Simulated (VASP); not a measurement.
# H12CO5 in VASP: notebook, part 2 of 2

VASP 6.6.1.

## (4) Single point, r2SCAN+D3(BJ)

Contents of POSCAR:

```
H12CO5
1.0
    5.3085660000      0.0000000000      0.0000000000
    0.0000000000      5.3085660000      0.0000000000
    0.0000000000      0.0000000000      5.3085660000
O H C
5 12 1
Direct
    0.5508267204      0.1820265586      0.2472230730
    0.3066176440      0.8554852666      0.9214729552
    0.9182894213      0.8712899114      0.5410312314
    0.4520994935      0.4696748613      0.6331841782
   -0.0599220204      0.5635043437      0.0683612109
    0.4715962842      0.0590178214      0.1269834452
    0.4493115467      0.1745292420      0.4005601513
    0.2085874038      0.9584886013      0.7984265431
    0.1612111444      0.8091639060      1.0236474408
    0.8302618824      0.9802270519      0.4203395041
    0.8118388280      0.7682489019      0.6440157285
    0.5514860322      0.4942577713      0.4911684248
    0.3978852293      0.6059263462      0.7555147661
   -0.0695668096      0.3713055465     -0.2691687360
   -0.0042007578      0.5407863442      0.2430599902
    0.2050647953      0.3152828843     -0.0608073819
   -0.1165851569      0.1877531522     -0.0298385666
    0.0084203531      0.3395078822     -0.0812837214
```

Contents of INCAR.step1:

```
  PREC = Accurate
  ENCUT = 520
  ISMEAR = -1
  SIGMA = 0.02
  LREAL = Auto
  LASPH = True
  NELM = 60
  NBANDS = 38
  GGA = PE
  ALGO = Normal
  EDIFF = 1E-4
  LWAVE = True
  LCHARG = False
```

Contents of INCAR.step2:

```
  PREC = Accurate
  ENCUT = 520
  EDIFF = 1E-6
  ISMEAR = -1
  SIGMA = 0.02
  LREAL = Auto
  LASPH = True
  NELM = 60
  ALGO = Normal
  ISIF = 2
  LWAVE = False
  LCHARG = False
  METAGGA = R2SCAN
  LMIXTAU = True
  IVDW = 12
  VDW_S6 = 1.0
  VDW_S8 = 0.78981345
  VDW_A1 = 0.49484001
  VDW_A2 = 5.73083694
  NBANDS = 38
  ISTART = 1
```

Contents of KPOINTS:

```
Automatic mesh
0
Gamma
  1 1 1
```

Potentials or basis: VASP PAW PBE potentials, release 64 (O, H, C).

Launch:

```sh
> cat potpaw_PBE.64/O/POTCAR potpaw_PBE.64/H/POTCAR potpaw_PBE.64/C/POTCAR > POTCAR
> cp INCAR.step1 INCAR
> mpirun -np 1 vasp_gam > vasp.out
> cp INCAR.step2 INCAR
> mpirun -np 1 vasp_gam > vasp.out
```

OUTCAR:

```text
PREC = Accurate
   ENCUT = 520
   EDIFF = 1E-6
   ISMEAR = -1
   LREAL = Auto
   LASPH = True
   NELM = 60
   ISIF = 2
   METAGGA = R2SCAN
   IVDW = 12
   ISTART = 1
 IVDW          = 12

 ion  position               nearest neighbor table
   1  0.551  0.182  0.247-   7 0.98   6 1.01
   2  0.307  0.855  0.921-   9 0.97   8 1.00
   3  0.918  0.871  0.541-  11 0.96  10 0.98
   4  0.452  0.470  0.633-  12 0.93  13 1.01
   5  0.940  0.564  0.068-  15 0.98  18 1.48
   6  0.472  0.059  0.127-   1 1.01
   7  0.449  0.175  0.401-   1 0.98
   8  0.209  0.958  0.798-   2 1.00
   9  0.161  0.809  0.024-   2 0.97
  10  0.830  0.980  0.420-   3 0.98
  11  0.812  0.768  0.644-   3 0.96
  12  0.551  0.494  0.491-   4 0.93
  13  0.398  0.606  0.756-   4 1.01
  14  0.930  0.371  0.731-  18 1.09
  15  0.996  0.541  0.243-   5 0.98
  16  0.205  0.315  0.939-  18 1.06
  17  0.883  0.188  0.970-  18 1.08
  18  0.008  0.340  0.919-  16 1.06  17 1.08  14 1.09   5 1.48

  LATTYP: Found a simple cubic cell.
 ALAT       =     5.3085660000

[... 193 lines left out ...]
 fundamental gap:      5.3227768809
 Fermi energy:        -2.5947895541

 k-point     1 :       0.0000    0.0000    0.0000
  band No.  band energies     occupation
      1     -23.6201      2.00000
      2     -22.8791      2.00000
      3     -22.8146      2.00000
      4     -22.4934      2.00000
      5     -22.0460      2.00000
      6     -14.2115      2.00000
[... 27 lines left out ...]
     34       9.4581      0.00000
     35       9.6256      0.00000
 [bands above 35 left out]

------------------------ aborting loop because EDIFF is reached ----------------------------------------

 Edisp (eV)   -0.37414

 E8    (eV) :    -0.0551

  FORCE on cell =-STRESS in cart. coord.  units (eV):
  Direction    XX          YY          ZZ          XY          YZ          ZX
  --------------------------------------------------------------------------------------
  -------------------------------------------------------------------------------------
  Total       1.59017    -1.96466    -1.99987     1.42644    -2.32728    -3.28047
  in kB      17.03032   -21.04102   -21.41812    15.27682   -24.92459   -35.13296
  external pressure =       -8.48 kB  Pullay stress =        0.00 kB

 VOLUME and BASIS-vectors are now :
 -----------------------------------------------------------------------------
  energy-cutoff  :      520.00
  volume of cell :      149.60
      direct lattice vectors                 reciprocal lattice vectors
     5.308566000  0.000000000  0.000000000     0.188374789  0.000000000  0.000000000
     0.000000000  5.308566000  0.000000000     0.000000000  0.188374789  0.000000000
     0.000000000  0.000000000  5.308566000     0.000000000  0.000000000  0.188374789

 POSITION                                       TOTAL-FORCE (eV/Angst)
 -----------------------------------------------------------------------------------
      2.92410      0.96630      1.31240        -0.425479     -1.134836     -0.193833
      1.62770      4.54140      4.89170        -0.376296      1.322866     -0.773251
      4.87480      4.62530      2.87210         1.276376      0.616303     -0.493466
      2.40000      2.49330      3.36130        -1.553761     -0.912314      2.511446
      4.99047      2.99140      0.36290        -0.224098     -0.599558      0.148849
      2.50350      0.31330      0.67410         0.473775      0.632499      0.578771
[... 10 lines left out ...]
      4.68967      0.99670      5.15017         0.136481     -0.706755      0.928915
      0.04470      1.80230      4.87707        -2.073516      1.603025      0.526165
 -----------------------------------------------------------------------------------
    total drift:                                0.004554     -0.002276     -0.004137

  FREE ENERGIE OF THE ION-ELECTRON SYSTEM (eV)
  ---------------------------------------------------
  free  energy   TOTEN  =       -95.0636144140 eV

  energy  without entropy=      -95.0636144140  energy(sigma->0) =      -95.06361441
```

Wall time 46 s (1 thread of Intel Xeon 6975P-C (Granite Rapids), shared host); peak memory 0.26 GiB.

Results:

* Free energy: -95.0636 eV
* Pressure: -0.8 GPa
* Largest force: 3.091 eV/Å
* Band gap on the k mesh: 5.32 eV, direct
* Dispersion energy per atom: -0.021 eV

Forces on the atoms (eV/Å):
```
O   -0.425 -1.135 -0.194
O   -0.376  1.323 -0.773
O    1.276  0.616 -0.493
O   -1.554 -0.912  2.511
O   -0.224 -0.600  0.149
H    0.474  0.632  0.579
H    0.095  0.088 -0.302
H    0.871 -0.684  0.135
H   -0.159 -0.912  0.299
H   -0.617 -0.538  0.553
H   -0.692  0.165 -0.009
H    0.989  1.277 -1.387
H    0.910 -0.213 -1.461
H    0.701  0.562 -0.480
H   -0.260 -0.102 -0.263
H    0.928 -0.465 -0.319
H    0.136 -0.707  0.929
C   -2.074  1.603  0.526
```

Stress tensor (GPa, compression positive):
```
 1.70  1.53 -3.51
 1.53 -2.10 -2.49
-3.51 -2.49 -2.14
```

Levels at points of the mesh, in eV from the valence-band top:
| k point | band 19 | band 20 | band 21 | band 22 | band 23 | band 24 | band 25 | band 26 | band 27 | band 28 |
| --- | --- | --- | --- | --- | --- | --- | --- | --- | --- | --- |
| (0.00, 0.00, 0.00) | -1.15 | -0.79 | -0.73 | -0.36 | 0.00 | 5.32 | 8.22 | 9.04 | 9.75 | 10.07 |

Caveat: the PAW data sets were made with another functional, which shifts forces and pressure a little. r2SCAN opens gaps a little over a GGA but as a rule still falls short of measured ones.

## (5) Single point, r2SCAN+D3(BJ)

Contents of POSCAR:

```
H12CO5
1.0
    5.3085660000      0.0000000000      0.0000000000
    0.0000000000      5.3085660000      0.0000000000
    0.0000000000      0.0000000000      5.3085660000
O H C
5 12 1
Direct
    0.5666878777      0.1653553898      0.2637058671
    0.3011359377      0.8570111024      0.9127323650
    0.9495596363      0.8815186625      0.5155064475
    0.4831813337      0.4525327556      0.6418117435
   -0.0400108052      0.5583617120      0.0823762952
    0.4736684069      0.0782320499      0.1445399756
    0.4558669893      0.1884689764      0.4028583237
    0.2072876178      0.9026166388      0.7703398620
    0.1875082649      0.7537440431      1.0306361454
    0.8247990135      0.9818282376      0.4198120547
    0.8777888417      0.7317795427      0.5992390412
    0.5016232256      0.4994569155      0.4647206044
    0.4473524489      0.6098822168      0.7260717866
   -0.0949220562      0.3880332278     -0.2511977811
   -0.0236221985      0.5000973898      0.2516498806
    0.1828365702      0.2858399048     -0.1081082914
   -0.0968246415      0.1655437645      0.0005086119
   -0.0082696532      0.3428421159     -0.0703014712
```

Contents of INCAR.step1:

```
PREC = Accurate
ENCUT = 520
ISMEAR = -1
SIGMA = 0.02
LREAL = Auto
LASPH = True
NELM = 80
NBANDS = 38
GGA = PE
ALGO = Normal
EDIFF = 1E-4
LWAVE = True
LCHARG = False
```

Contents of INCAR.step2:

```
PREC = Accurate
ENCUT = 520
EDIFF = 1E-7
ISMEAR = -1
SIGMA = 0.02
LREAL = Auto
LASPH = True
NELM = 80
ALGO = Normal
ISIF = 2
LWAVE = False
LCHARG = False
METAGGA = R2SCAN
LMIXTAU = True
IVDW = 12
VDW_S6 = 1.0
VDW_S8 = 0.78981345
VDW_A1 = 0.49484001
VDW_A2 = 5.73083694
NBANDS = 38
ISTART = 1
```

KPOINTS is that of step 4.

Potentials or basis: VASP PAW PBE potentials, release 64 (O, H, C).

Launch:

```sh
> cat potpaw_PBE.64/O/POTCAR potpaw_PBE.64/H/POTCAR potpaw_PBE.64/C/POTCAR > POTCAR
> cp INCAR.step1 INCAR
> mpirun -np 1 vasp_gam > vasp.out
> cp INCAR.step2 INCAR
> mpirun -np 1 vasp_gam > vasp.out
```

OUTCAR:

```text
PREC = Accurate
   ENCUT = 520
   EDIFF = 1E-7
   ISMEAR = -1
   LREAL = Auto
   LASPH = True
   NELM = 80
   ISIF = 2
   METAGGA = R2SCAN
   IVDW = 12
   ISTART = 1
 IVDW          = 12

 ion  position               nearest neighbor table
   1  0.567  0.165  0.264-   6 0.93   7 0.95
   2  0.301  0.857  0.913-   8 0.94   9 1.03
   3  0.950  0.882  0.516-  11 0.99  10 0.99
[... 263 lines left out ...]
  -------------------------------------------------------------------------------------
  Total       3.24030    -1.47346     2.62576    -0.11435     3.66317     0.61620
  in kB      34.70274   -15.78036    28.12118    -1.22469    39.23160     6.59939
  external pressure =       15.68 kB  Pullay stress =        0.00 kB

 VOLUME and BASIS-vectors are now :
 -----------------------------------------------------------------------------
  energy-cutoff  :      520.00
  volume of cell :      149.60
      direct lattice vectors                 reciprocal lattice vectors
     5.308566000  0.000000000  0.000000000     0.188374789  0.000000000  0.000000000
     0.000000000  5.308566000  0.000000000     0.000000000  0.188374789  0.000000000
     0.000000000  0.000000000  5.308566000     0.000000000  0.000000000  0.188374789

 POSITION                                       TOTAL-FORCE (eV/Angst)
 -----------------------------------------------------------------------------------
      3.00830      0.87780      1.39990         1.645173      0.920866      1.358318
      1.59860      4.54950      4.84530         1.366554     -1.082082      2.404862
      5.04080      4.67960      2.73660         0.286423     -0.288964      0.333663
      2.56500      2.40230      3.40710         0.362693      0.090991     -1.178725
      5.09617      2.96410      0.43730        -0.309491     -0.300876      0.217028
      2.51450      0.41530      0.76730        -1.268124     -1.519112     -2.261685
[... 10 lines left out ...]
      4.79457      0.87880      0.00270        -0.246742      0.972481      0.020936
      5.26467      1.82000      4.93537        -0.162080     -1.505891     -1.100483
 -----------------------------------------------------------------------------------
    total drift:                                0.001897      0.003420      0.006037

  FREE ENERGIE OF THE ION-ELECTRON SYSTEM (eV)
  ---------------------------------------------------
  free  energy   TOTEN  =       -95.2687043339 eV

  energy  without entropy=      -95.2687043339  energy(sigma->0) =      -95.26870433
```

OUTCAR.step1:

```text
PREC = Accurate
   ENCUT = 520
   ISMEAR = -1
   LREAL = Auto
   LASPH = True
[... 287 lines left out ...]
      5.09617      2.96410      0.43730        -0.354957     -0.076830     -0.046955
      2.51450      0.41530      0.76730        -1.509459     -1.728387     -2.527735
[... 10 lines left out ...]
      4.79457      0.87880      0.00270        -0.302001      0.813226      0.061455
      5.26467      1.82000      4.93537        -0.194243     -1.386656     -0.946500
 -----------------------------------------------------------------------------------
    total drift:                                0.004022     -0.001369      0.003384

  FREE ENERGIE OF THE ION-ELECTRON SYSTEM (eV)
  ---------------------------------------------------
  free  energy   TOTEN  =       -88.0429114367 eV

  energy  without entropy=      -88.0429114367  energy(sigma->0) =      -88.04291144
```

OSZICAR.step1:

```text
N       E                     dE             d eps       ncg     rms          rms(c)
DAV:   1     0.357589106625E+03    0.35759E+03   -0.25578E+04    76   0.113E+03
DAV:   2    -0.627298881468E+02   -0.42032E+03   -0.38706E+03    98   0.281E+02
DAV:   3    -0.964758849499E+02   -0.33746E+02   -0.33410E+02   104   0.850E+01
DAV:   4    -0.969046916881E+02   -0.42881E+00   -0.42816E+00    96   0.110E+01
DAV:   5    -0.969094158626E+02   -0.47242E-02   -0.47235E-02    90   0.111E+00    0.180E+01
DAV:   6    -0.885552438711E+02    0.83542E+01   -0.20357E+01    88   0.232E+01    0.730E+00
DAV:   7    -0.881727798334E+02    0.38246E+00   -0.13171E+00   104   0.559E+00    0.444E+00
DAV:   8    -0.880430310068E+02    0.12975E+00   -0.37789E-01    96   0.412E+00    0.661E-01
DAV:   9    -0.880394159848E+02    0.36150E-02   -0.58435E-02    96   0.144E+00    0.311E-01
DAV:  10    -0.880425451415E+02   -0.31292E-02   -0.11085E-02    88   0.535E-01    0.169E-01
DAV:  11    -0.880425569984E+02   -0.11857E-04   -0.15456E-03    96   0.260E-01    0.804E-02
DAV:  12    -0.880429040048E+02   -0.34701E-03   -0.59913E-04    88   0.133E-01    0.254E-02
DAV:  13    -0.880429114367E+02   -0.74319E-05   -0.37205E-05    80   0.420E-02
   1 F= -.88042911E+02 E0= -.88042911E+02  d E =-.186698E-12
```

Run time: 57 s. Hardware: 1 thread of Intel Xeon 6975P-C (Granite Rapids), shared host; peak memory 0.26 GiB.

What came out:

```yaml
Free_energy: -95.2687 eV
Pressure: 1.6 GPa
Largest_force: 3.005 eV/Å
Band_gap_on_the_k_mesh: 5.06 eV, direct
Dispersion_energy_per_atom: -0.021 eV
```

Forces on the atoms (eV/Å):
```
O    1.645  0.921  1.358
O    1.367 -1.082  2.405
O    0.286 -0.289  0.334
O    0.363  0.091 -1.179
O   -0.309 -0.301  0.217
H   -1.268 -1.519 -2.262
H   -0.400 -0.089  0.823
H   -1.421  0.469 -1.272
H    0.438  0.826 -1.498
H   -0.152 -0.733  0.465
H   -0.212  1.169 -0.635
H    0.123 -0.006  0.398
H   -0.360  0.463  0.782
H   -0.242 -0.126 -0.252
H   -0.114  0.111  1.090
H    0.667  0.628  0.306
H   -0.247  0.972  0.021
C   -0.162 -1.506 -1.100
```

Stress tensor (GPa, compression positive):
```
 3.47 -0.12  0.66
-0.12 -1.58  3.92
 0.66  3.92  2.81
```

Levels at points of the mesh, in eV from the valence-band top:
```csv
k point,band 19,band 20,band 21,band 22,band 23,band 24,band 25,band 26,band 27,band 28
"(0.00, 0.00, 0.00)",-1.28,-1.06,-0.96,-0.73,0.00,5.06,7.86,9.03,9.79,10.40
```

Caveat: the PAW data sets were made with another functional, which shifts forces and pressure a little. r2SCAN opens gaps a little over a GGA but as a rule still falls short of measured ones.
